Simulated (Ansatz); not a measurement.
# BaS (Fm-3m) in Ansatz: notebook

The runs below take BaS through band structure, single point, equation of state, with LDA, r2SCAN, PBE.

Program: Ansatz 0.2.0. These are calculated values, not measurements. Logs are shortened: lines on timing, memory, paths and dates and some standing lists are left out, and cuts for length are marked.

**Measured values to compare with.**

From a printed reference work, monograph, original work of 1988, for a bulk crystal of BaS at 2 K: band gap 3.806 eV (indirect).

The results are compared with them further down.

**1. Starting point**

The structure is cubic, space group Fm-3m (No. 225). The conventional cell has a = 6.388 Å, b = 6.388 Å, c = 6.388 Å, α = 90.00°, β = 90.00°, γ = 90.00°. Around Ba (site symmetry m-3m) lie 6 S at 3.19 Å. S (site symmetry m-3m) has 6 Ba at 3.19 Å as nearest neighbours.

**2. Band structure, LDA**

Contents of input.yaml:

```yaml
crystal:
  lattice:
    - [0.0, 3.19375, 3.19375]
    - [3.19375, 0.0, 3.19375]
    - [3.19375, 3.19375, 0.0]
  atoms:
    - { symbol: Ba, position: [0.0, 0.0, 0.0] }
    - { symbol: S, position: [0.5, 0.5, 0.5] }
hamiltonian:
  xc: lda
  pseudopotentials: { kind: paw }
kpoints:
  mp_grid: { grid: [7, 7, 7] }
  band_path:
    path:
      - [[0.0, 0.0, 0.0], [0.5, 0.0, 0.5], [0.5, 0.25, 0.75], [0.375, 0.375, 0.75], [0.0, 0.0, 0.0], [0.5, 0.5, 0.5], [0.625, 0.25, 0.625], [0.5, 0.25, 0.75], [0.5, 0.5, 0.5], [0.375, 0.375, 0.75]]
      - [[0.625, 0.25, 0.625], [0.5, 0.0, 0.5]]
    npoints: 14
scf:
  occupations: { method: fermi_dirac, width: 0.05 }
  n_extra_bands: 6
output:
  forces: true
  stress: true
  eigenvalues: true
  fatbands: true
```

Potentials or basis: Ansatz PAW.

Launch:

```sh
$ ansatz run input.yaml --threads 2 --pin off --max-ram 5632MiB --backend cpu --events-out ev --progress --plain --runs-dir out
```

The log of the run:

```text
Warning: RAYON_NUM_THREADS=2 ignored (pool sized by the plan → 2); use --threads N
scf.n_extra_bands = 6 over 8 filled bands (N_el = 16.0): the run solves 14 bands
Engine: ansatz 0.2.0, x86_64-unknown-linux-gnu
Pseudopotentials: kind: paw
Pseudopotential: Ba, paw, valence charge 10, recommended cutoff 420 eV (normal), Ba.paw.azcp
Pseudopotential: S, paw, valence charge 6, recommended cutoff 420 eV (normal), S.paw.azcp
Functional definition: SPW92
  exchange = slater_x
  correlation = pw_c
Crystal: 2 atoms, lattice volume = 65.153 Å³
Basis set: ecut = 420 eV, 1243 PW (Γ)
Bands: 14, of which v1, the nominal top of the filled ones, is band 8 counted from 1 (7 counted from 0)
Symmetry: 48 space group operations
Space group: Fm-3m (ITA 225), of the structure as read, at distance tolerance 4.0e-5 Å
k-points: 20 of 343
Non-local potential: Ba, projectors of the file, l = 0: 3, l = 1: 2, l = 2: 2, l = 3: 2
Non-local potential: S, projectors of the file, l = 0: 2, l = 1: 2, l = 2: 2
PAW form: soft (Blöchl's): semilocal exchange-correlation on the pseudo side does not see the compensation charge
PAW frozen core: Ba, regenerated for the run's functional, and the local potential with it (the file was generated under x = pbe(κ = 0.804, μ = 0.2195149727645171), c = pbe(β = 0.06672455060314922))
PAW frozen core: S, regenerated for the run's functional, and the local potential with it (the file was generated under x = pbe(κ = 0.804, μ = 0.2195149727645171), c = pbe(β = 0.06672455060314922))
PAW one-centre angular grid: Ba, 194 points (default); XC on 64 Gauss nodes
PAW one-centre angular grid: S, 110 points (default); XC on 64 Gauss nodes
Initial density: superposition of atomic densities (neutral atoms: chi_scale 0, normalization atom), corrected by the library's trained network
Initial wavefunctions: pseudopotential atomic-orbital guess
Functional: x = slater, c = lda
SCF iter   1: F=—  HF=-6653.440365 eV  |F-HF|=—  |Δ(HF+E_count)|=         —  Δρ=5.36e-3  dr2=3.20e-2  ethr=1.77e-3  ⟨swp⟩=9.7  Hψ=2326  notcnv=0  defer=2
preconditioner: auto → none  [insulator: Δε(μ)=1.927 eV  Ē_g=12.485 eV  σ=0.050 eV  W_gap=1.00  n_scr=14 (ndim 8)  ℏωp=17.2 eV  f_vac=0.000  D(μ)=0.00/eV (n_scr^D=0)  ε∞_Penn≈2.9]
SCF iter   2: F=—  HF=-6653.431986 eV  |F-HF|=—  |Δ(HF+E_count)|=   8.38e-3  Δρ=2.71e-3  dr2=4.42e-3  ethr=2.00e-4  ⟨swp⟩=3.1  Hψ=665  notcnv=0  defer=29
SCF iter   3: F=—  HF=-6653.430696 eV  |F-HF|=—  |Δ(HF+E_count)|=   1.29e-3  Δρ=1.19e-3  dr2=6.22e-4  ethr=2.76e-5  ⟨swp⟩=2.0  Hψ=333  notcnv=0  defer=29
SCF iter   4: F=—  HF=-6653.430552 eV  |F-HF|=—  |Δ(HF+E_count)|=   1.44e-4  Δρ=2.37e-4  dr2=1.83e-5  ethr=3.89e-6  ⟨swp⟩=1.0  Hψ=251  notcnv=0  defer=29
SCF iter   5: F=—  HF=-6653.430547 eV  |F-HF|=—  |Δ(HF+E_count)|=   4.18e-6  Δρ=3.49e-5  dr2=4.53e-7  ethr=1.14e-7  ⟨swp⟩=2.1  Hψ=372  notcnv=0  defer=29
SCF iter   6: F=-6653.430547 eV  HF=-6653.430547 eV  |F-HF|=2.50e-8  |Δ(HF+E_count)|=   1.00e-7  Δρ=6.10e-6  dr2=3.97e-8  ethr=6.25e-10  ⟨swp⟩=10.2  Hψ=1893  notcnv=0
SCF 1 converged in 6 iterations: F = -6653.430547 eV  dr2 = 3.97e-8
NSCF: frozen V_eff on 142 k-points
SCF converged after 6 iterations
Free energy (F): -6653.430547 eV
Harris-Foulkes:  -6653.430547 eV  (|F-HF|=2.50e-8)
Internal energy: -6653.430547 eV  (E = F + TS)
E sigma→0 (E₀):  -6653.430547 eV
Fermi energy:    6.572012 eV
--- Per-component energies (eV) ---
  E_band       = -55.051236
  E_kinetic    = 276.194831
  E_local      = -405.480640  (includes V_loc(G=0)·N_el)
  E_nonlocal   = 89.219137
  E_hartree    = 126.916709
  E_xc         = -264.033080
  E_vxc        = -224.728971  (∫ρ·V_xc dr)
  E_paw        = -5626.445651  (= ΣΔE_a)
  E_vpaw       = -44.091931  (= ΣTr[D̂ρ^β])
  E_aug_tail   = -0.000001  (compensation charges beyond the density's cutoff)
  E_ewald      = -850.237565
  E_core_change = 0.435713  (= ΣΔE_core)
  E_smearing   = -0.000000  (= −TS)
  E_closure    = 0.000000  (closes the sum)
  Σ components = -6653.430547   (vs F -6653.430547, Δ=0.00e0)
--- Forces (eV/Å), atoms counted from 1 ---
  atom   1  Ba    -0.00000000     0.00000000    -0.00000000
  atom   2  S      0.00000000    -0.00000000    -0.00000000
  max |Σ_I F_I| component: 1.03e-29 eV/Å
--- Stress (GPa, compression-positive) ---
       -2.472413      -0.000000       0.000000
        0.000000      -2.472413      -0.000000
       -0.000000       0.000000      -2.472413
  P = ⅓ Tr σ = -2.4724 GPa (-24.724 kbar)
--- Band table (eV; the first three rows and the last of 20) ---
  k-point 0: bands = ["-20.4344", "-5.4353", "-5.4353", "-5.4353", "-4.7301", "5.5342", "5.5342", "5.5342", "8.9170", "9.3417", "9.3417", "9.3417", "10.3246", "10.3246"]
  k-point 1: bands = ["-20.4258", "-5.8253", "-5.4430", "-5.4430", "-4.3240", "5.0148", "5.2835", "5.2835", "9.2941", "9.6316", "9.6316", "9.7088", "10.8786", "10.8786"]
  k-point 2: bands = ["-20.4065", "-6.3054", "-5.4603", "-5.4603", "-3.8051", "4.1837", "4.8314", "4.8314", "9.5958", "10.4349", "10.4349", "11.0908", "12.2087", "12.2087"]
  k-point 19: bands = ["-20.3758", "-6.1021", "-5.8141", "-5.6610", "-4.0315", "4.4172", "4.9890", "5.0623", "9.3232", "10.2086", "11.9050", "12.4904", "12.6946", "14.3753"]
```

bands.tsv:

```text
# k_distance	band_0	band_1	band_2	band_3	band_4	band_5	band_6	band_7	band_8	band_9	band_10	band_11	band_12	band_13
# fermi_ev = 6.572012
# lock_threshold_ev = 1e-12
# [0, 0, 0] at k_distance = 0.000000
[... 154 lines left out ...]
6.214999	-26.947112	-12.508077	-12.270499	-12.202368	-11.135933	-1.506792	-1.246191	-1.196466	1.082659	5.002102	5.043697	6.037562	6.397544	6.475727
6.239841	-26.947126	-12.511296	-12.244208	-12.204639	-11.164846	-1.505530	-1.203953	-1.175081	1.033847	4.952386	4.992952	6.170467	6.438149	6.496360
6.264682	-26.947139	-12.513605	-12.224292	-12.206273	-11.186642	-1.504605	-1.172611	-1.159469	0.998198	4.915952	4.956336	6.300307	6.467871	6.511900
6.289524	-26.947147	-12.514994	-12.211832	-12.207258	-11.200233	-1.504040	-1.153299	-1.149964	0.976463	4.893730	4.934217	6.421227	6.486012	6.521542
6.314365	-26.947149	-12.515458	-12.207587	-12.207587	-11.204855	-1.503844	-1.146772	-1.146772	0.969158	4.886268	4.926825	6.492116	6.492116	6.524812
```

It took 1.4 s on 2 threads of Intel Xeon 6975P-C (Granite Rapids), shared host; peak memory 0.39 GiB.

What came out:

* Free energy: -6653.4305 eV
* Pressure: -2.5 GPa
* Band gap on the k mesh: 2.07 eV, indirect (least direct gap 2.18 eV)
* Band gap along the path: 2.01 eV, indirect (least direct gap 2.12 eV)

Levels at the corners of the path, in eV from the valence-band top:
| point | band 6 | band 7 | band 8 | band 9 | band 10 | band 11 |
| --- | --- | --- | --- | --- | --- | --- |
| Γ | 0.00 | 0.00 | 0.00 | 3.38 | 3.81 | 3.81 |
| X | -0.47 | -0.11 | -0.11 | 2.01 | 5.92 | 5.96 |
| W | -1.09 | -0.45 | -0.45 | 4.13 | 4.13 | 6.26 |
| K | -0.93 | -0.57 | -0.49 | 3.17 | 5.76 | 6.56 |
| Γ | 0.00 | 0.00 | 0.00 | 3.38 | 3.81 | 3.81 |
| L | -1.94 | -1.04 | -1.04 | 5.33 | 5.49 | 6.29 |
| U | -0.93 | -0.57 | -0.49 | 3.17 | 5.76 | 6.56 |
| W | -1.09 | -0.45 | -0.45 | 4.13 | 4.13 | 6.26 |
| L | -1.94 | -1.04 | -1.04 | 5.33 | 5.49 | 6.29 |
| K | -0.93 | -0.57 | -0.49 | 3.17 | 5.76 | 6.56 |
| U | -0.93 | -0.57 | -0.49 | 3.17 | 5.76 | 6.56 |
| X | -0.47 | -0.11 | -0.11 | 2.01 | 5.92 | 5.96 |

Caveat: the k mesh misses the band edges, so the gap on the mesh is wider than the one along the path; spin-orbit coupling is left out, which moves the levels of the heavy elements; the PAW data sets come from PBE, with cores solved anew for the run's functional, which leaves a small shift of forces and pressure.

**3. Band structure, r2SCAN**

input.yaml: that of step 2 with these lines changed.

```diff
@@ -9,3 +9,3 @@
 hamiltonian:
-  xc: lda
+  xc: r2scan
   pseudopotentials: { kind: paw }
@@ -25,2 +25,2 @@
   eigenvalues: true
-  fatbands: true
+  fatbands: false
```

Potentials or basis: Ansatz PAW.

Launch:

```sh
$ ansatz run input.yaml --threads 2 --pin off --max-ram 5632MiB --backend cpu --events-out ev --progress --plain --runs-dir out
```

It took 2.2 s on 2 threads of Intel Xeon 6975P-C (Granite Rapids), shared host; peak memory 0.58 GiB.

It converged, with:

```
Free energy             : -6875.1287 eV
Pressure                : 0.8 GPa
Band gap on the k mesh  : 2.61 eV, indirect (least direct gap 2.73 eV)
Band gap along the path : 2.55 eV, indirect (least direct gap 2.66 eV)
```

Levels at the corners of the path, in eV from the valence-band top:
| point | band 5 | band 6 | band 7 | band 8 | band 9 | band 10 | band 11 | band 12 |
| --- | --- | --- | --- | --- | --- | --- | --- | --- |
| Γ | -10.73 | 0.00 | 0.00 | 0.00 | 4.32 | 4.40 | 4.40 | 4.40 |
| X | -10.65 | -0.45 | -0.10 | -0.10 | 2.55 | 6.60 | 6.81 | 8.14 |
| W | -10.02 | -1.05 | -0.42 | -0.42 | 4.71 | 4.71 | 7.00 | 7.60 |
| K | -10.07 | -0.87 | -0.55 | -0.47 | 3.72 | 6.41 | 7.28 | 7.31 |
| Γ | -10.73 | 0.00 | 0.00 | 0.00 | 4.32 | 4.40 | 4.40 | 4.40 |
| L | -9.38 | -1.83 | -1.01 | -1.01 | 5.99 | 6.12 | 6.95 | 6.95 |
| U | -10.07 | -0.87 | -0.55 | -0.47 | 3.72 | 6.41 | 7.28 | 7.31 |
| W | -10.02 | -1.05 | -0.42 | -0.42 | 4.71 | 4.71 | 7.00 | 7.60 |
| L | -9.38 | -1.83 | -1.01 | -1.01 | 5.99 | 6.12 | 6.95 | 6.95 |
| K | -10.07 | -0.87 | -0.55 | -0.47 | 3.72 | 6.41 | 7.28 | 7.31 |
| U | -10.07 | -0.87 | -0.55 | -0.47 | 3.72 | 6.41 | 7.28 | 7.31 |
| X | -10.65 | -0.45 | -0.10 | -0.10 | 2.55 | 6.60 | 6.81 | 8.14 |

Caveat: the k mesh misses the band edges, so the gap on the mesh is wider than the one along the path; spin-orbit coupling is left out, which moves the levels of the heavy elements; the PAW data sets come from PBE, with cores solved anew for the run's functional, which leaves a small shift of forces and pressure.

**4. Band structure, PBE**

input.yaml: that of step 3 with these lines changed.

```diff
@@ -9,3 +9,3 @@
 hamiltonian:
-  xc: r2scan
+  xc: pbe
   pseudopotentials: { kind: paw }
@@ -26 +26,5 @@
   fatbands: false
+  write_density: true
+  write_potential: true
+  elf: true
+  volumetric_format: npy
```

Launch:

```sh
$ ansatz run input.yaml --threads 2 --pin off --max-ram 5632MiB --backend cpu --events-out ev --progress --plain --runs-dir out
```

Run time: 1.1 s. Hardware: 2 threads of Intel Xeon 6975P-C (Granite Rapids), shared host; peak memory 0.38 GiB.

It converged, with:

```yaml
Free_energy: -6855.8609 eV
Pressure: 0.8 GPa
Band_gap_on_the_k_mesh: 2.26 eV, indirect (least direct gap 2.38 eV)
Band_gap_along_the_path: 2.21 eV, indirect (least direct gap 2.31 eV)
```

Levels at the corners of the path, in eV from the valence-band top:
```tsv
point	band 5	band 6	band 7	band 8	band 9	band 10	band 11	band 12
Γ	-10.29	0.00	0.00	0.00	3.69	3.97	3.97	3.97
X	-10.20	-0.45	-0.10	-0.10	2.21	6.03	6.12	7.60
W	-9.64	-1.06	-0.42	-0.42	4.30	4.30	6.37	6.92
K	-9.69	-0.88	-0.55	-0.46	3.34	5.92	6.67	6.75
Γ	-10.29	0.00	0.00	0.00	3.69	3.97	3.97	3.97
L	-9.04	-1.85	-1.01	-1.01	5.55	5.64	6.41	6.41
U	-9.69	-0.88	-0.55	-0.46	3.34	5.92	6.67	6.75
W	-9.64	-1.06	-0.42	-0.42	4.30	4.30	6.37	6.92
L	-9.04	-1.85	-1.01	-1.01	5.55	5.64	6.41	6.41
K	-9.69	-0.88	-0.55	-0.46	3.34	5.92	6.67	6.75
U	-9.69	-0.88	-0.55	-0.46	3.34	5.92	6.67	6.75
X	-10.20	-0.45	-0.10	-0.10	2.21	6.03	6.12	7.60
```

Caveat: the k mesh misses the band edges, so the gap on the mesh is wider than the one along the path; spin-orbit coupling is left out, which moves the levels of the heavy elements.

**5. Single point, LDA, 30.62 Å³/atom (volume scaled by 0.94)**

Contents of input.yaml:

```yaml
crystal:
  lattice:
    - [0.0, 3.1285531347, 3.1285531347]
    - [3.1285531347, 0.0, 3.1285531347]
    - [3.1285531347, 3.1285531347, 0.0]
  atoms:
    - { symbol: Ba, position: [0.0, 0.0, 0.0] }
    - { symbol: S, position: [0.5, 0.5, 0.5] }
hamiltonian:
  xc: lda
  pseudopotentials: { kind: paw }
kpoints:
  mp_grid: { grid: [7, 7, 7] }
scf:
  occupations: { method: fermi_dirac, width: 0.05 }
output:
  forces: true
  stress: true
  eigenvalues: true
```

Potentials or basis: Ansatz PAW.

Launch:

```sh
$ ansatz run input.yaml --threads 2 --pin off --max-ram 5632MiB --backend cpu --events-out ev --progress --plain --runs-dir out
```

The log of the run:

```text
Warning: RAYON_NUM_THREADS=2 ignored (pool sized by the plan → 2); use --threads N
[... 7 set-up lines as earlier in the session ...]
Crystal: 2 atoms, lattice volume = 61.244 Å³
Basis set: ecut = 420 eV, 1243 PW (Γ)
Bands: 12, of which v1, the nominal top of the filled ones, is band 8 counted from 1 (7 counted from 0)
[... 1 set-up line as earlier in the session ...]
Space group: Fm-3m (ITA 225), of the structure as read, at distance tolerance 3.9e-5 Å
k-points: 20 of 343
[... 10 set-up lines as earlier in the session ...]
SCF iter   1: F=—  HF=-6653.468150 eV  |F-HF|=—  |Δ(HF+E_count)|=         —  Δρ=5.54e-3  dr2=3.12e-2  ethr=1.77e-3  ⟨swp⟩=9.2  Hψ=1959  notcnv=0
preconditioner: auto → none  [insulator: Δε(μ)=1.829 eV  Ē_g=11.879 eV  σ=0.050 eV  W_gap=1.00  n_scr=14 (ndim 8)  ℏωp=17.8 eV  f_vac=0.000  D(μ)=0.00/eV (n_scr^D=0)  ε∞_Penn≈3.2]
SCF iter   2: F=—  HF=-6653.459726 eV  |F-HF|=—  |Δ(HF+E_count)|=   8.42e-3  Δρ=2.72e-3  dr2=3.98e-3  ethr=1.95e-4  ⟨swp⟩=3.0  Hψ=604  notcnv=0
SCF iter   3: F=—  HF=-6653.458542 eV  |F-HF|=—  |Δ(HF+E_count)|=   1.18e-3  Δρ=1.20e-3  dr2=5.74e-4  ethr=2.49e-5  ⟨swp⟩=2.0  Hψ=313  notcnv=0
SCF iter   4: F=—  HF=-6653.458408 eV  |F-HF|=—  |Δ(HF+E_count)|=   1.34e-4  Δρ=2.41e-4  dr2=1.84e-5  ethr=3.59e-6  ⟨swp⟩=1.0  Hψ=240  notcnv=0
SCF iter   5: F=—  HF=-6653.458404 eV  |F-HF|=—  |Δ(HF+E_count)|=   3.80e-6  Δρ=3.04e-5  dr2=2.38e-7  ethr=1.15e-7  ⟨swp⟩=1.7  Hψ=314  notcnv=0
SCF iter   6: F=-6653.458404 eV  HF=-6653.458404 eV  |F-HF|=1.01e-8  |Δ(HF+E_count)|=   1.25e-8  Δρ=4.18e-6  dr2=1.66e-8  ethr=6.25e-10  ⟨swp⟩=6.3  Hψ=1314  notcnv=0
SCF 1 converged in 6 iterations: F = -6653.458404 eV  dr2 = 1.66e-8
SCF converged after 6 iterations
Free energy (F): -6653.458404 eV
Harris-Foulkes:  -6653.458404 eV  (|F-HF|=1.01e-8)
Internal energy: -6653.458404 eV  (E = F + TS)
E sigma→0 (E₀):  -6653.458404 eV
Fermi energy:    7.131883 eV
--- Per-component energies (eV) ---
  E_band       = -44.299531
  E_kinetic    = 278.115833
  E_local      = -382.289027  (includes V_loc(G=0)·N_el)
  E_nonlocal   = 89.476756
  E_hartree    = 120.199214
  E_xc         = -264.871848
  E_vxc        = -225.808851  (∫ρ·V_xc dr)
  E_paw        = -5626.569121  (= ΣΔE_a)
  E_vpaw       = -44.194297  (= ΣTr[D̂ρ^β])
  E_aug_tail   = -0.000000  (compensation charges beyond the density's cutoff)
  E_ewald      = -867.955923
  E_core_change = 0.435713  (= ΣΔE_core)
  E_smearing   = -0.000000  (= −TS)
  E_closure    = 0.000000  (closes the sum)
  Σ components = -6653.458404   (vs F -6653.458404, Δ=0.00e0)
--- Forces (eV/Å), atoms counted from 1 ---
  atom   1  Ba     0.00000000    -0.00000000     0.00000000
  atom   2  S      0.00000000    -0.00000000     0.00000000
  max |Σ_I F_I| component: 4.93e-30 eV/Å
--- Stress (GPa, compression-positive) ---
        0.352953       0.000000      -0.000000
        0.000000       0.352953      -0.000000
       -0.000000      -0.000000       0.352953
  P = ⅓ Tr σ = 0.3530 GPa (3.530 kbar)
--- Band table (eV; the first three rows and the last of 20) ---
  k-point 0: bands = ["-19.6309", "-4.6235", "-4.6235", "-4.6235", "-4.2092", "6.1402", "6.1402", "6.1402", "9.8449", "9.9583", "9.9583", "9.9583"]
  k-point 1: bands = ["-19.6193", "-5.1773", "-4.6326", "-4.6326", "-3.6404", "5.5936", "5.8578", "5.8578", "9.9395", "10.2680", "10.2680", "10.6401"]
  k-point 2: bands = ["-19.5929", "-5.7462", "-4.6528", "-4.6528", "-3.0341", "4.7081", "5.3563", "5.3563", "10.2566", "11.1284", "11.1284", "12.0850"]
  k-point 19: bands = ["-19.5509", "-5.5040", "-5.0987", "-4.9106", "-3.3198", "4.9406", "5.6082", "5.7264", "9.9549", "10.8989", "12.8394", "13.3911"]
```

Run time: 0.44 s. Hardware: 2 threads of Intel Xeon 6975P-C (Granite Rapids), shared host; peak memory 0.36 GiB.

Results:

```
Free energy            : -6653.4584 eV
Pressure               : 0.4 GPa
Band gap on the k mesh : 1.96 eV, indirect (least direct gap 2.04 eV)
```

Caveat: odd divisions of the mesh miss points on the zone boundary, where band edges often lie, so the gap on the mesh can be too wide; spin-orbit coupling is left out, which moves the levels of the heavy elements; the PAW data sets come from PBE, with cores solved anew for the run's functional, which leaves a small shift of forces and pressure.

**6. Single point, LDA, 31.27 Å³/atom (volume scaled by 0.96)**

input.yaml: that of step 5 with these lines changed.

```diff
@@ -2,5 +2,5 @@
   lattice:
-    - [0.0, 3.1285531347, 3.1285531347]
-    - [3.1285531347, 0.0, 3.1285531347]
-    - [3.1285531347, 3.1285531347, 0.0]
+    - [0.0, 3.150585925, 3.150585925]
+    - [3.150585925, 0.0, 3.150585925]
+    - [3.150585925, 3.150585925, 0.0]
   atoms:
```

Potentials or basis: Ansatz PAW.

Launch:

```sh
$ ansatz run input.yaml --threads 2 --pin off --max-ram 5632MiB --backend cpu --events-out ev --progress --plain --runs-dir out
```

It took 0.44 s on 2 threads of Intel Xeon 6975P-C (Granite Rapids), shared host; peak memory 0.36 GiB.

The run converged. Its results:

```yaml
Free_energy: -6653.4569 eV
Pressure: -0.7 GPa
Band_gap_on_the_k_mesh: 2.00 eV, indirect (least direct gap 2.09 eV)
```

Caveat: odd divisions of the mesh miss points on the zone boundary, where band edges often lie, so the gap on the mesh can be too wide; spin-orbit coupling is left out, which moves the levels of the heavy elements; the PAW data sets come from PBE, with cores solved anew for the run's functional, which leaves a small shift of forces and pressure.

**7. Single point, LDA, 31.92 Å³/atom (volume scaled by 0.98)**

input.yaml: that of step 6 with these lines changed.

```diff
@@ -2,5 +2,5 @@
   lattice:
-    - [0.0, 3.150585925, 3.150585925]
-    - [3.150585925, 0.0, 3.150585925]
-    - [3.150585925, 3.150585925, 0.0]
+    - [0.0, 3.1723147904, 3.1723147904]
+    - [3.1723147904, 0.0, 3.1723147904]
+    - [3.1723147904, 3.1723147904, 0.0]
   atoms:
```

Launch:

```sh
$ ansatz run input.yaml --threads 2 --pin off --max-ram 5632MiB --backend cpu --events-out ev --progress --plain --runs-dir out
```

Wall time 0.42 s (2 threads of Intel Xeon 6975P-C (Granite Rapids), shared host); peak memory 0.35 GiB.

Results (log left out):

| Quantity | Value |
| --- | --- |
| Free energy | -6653.4473 eV |
| Pressure | -1.6 GPa |
| Band gap on the k mesh | 2.03 eV, indirect (least direct gap 2.14 eV) |

Caveat: odd divisions of the mesh miss points on the zone boundary, where band edges often lie, so the gap on the mesh can be too wide; spin-orbit coupling is left out, which moves the levels of the heavy elements; the PAW data sets come from PBE, with cores solved anew for the run's functional, which leaves a small shift of forces and pressure.

(Part 1 of 2 ends here.)
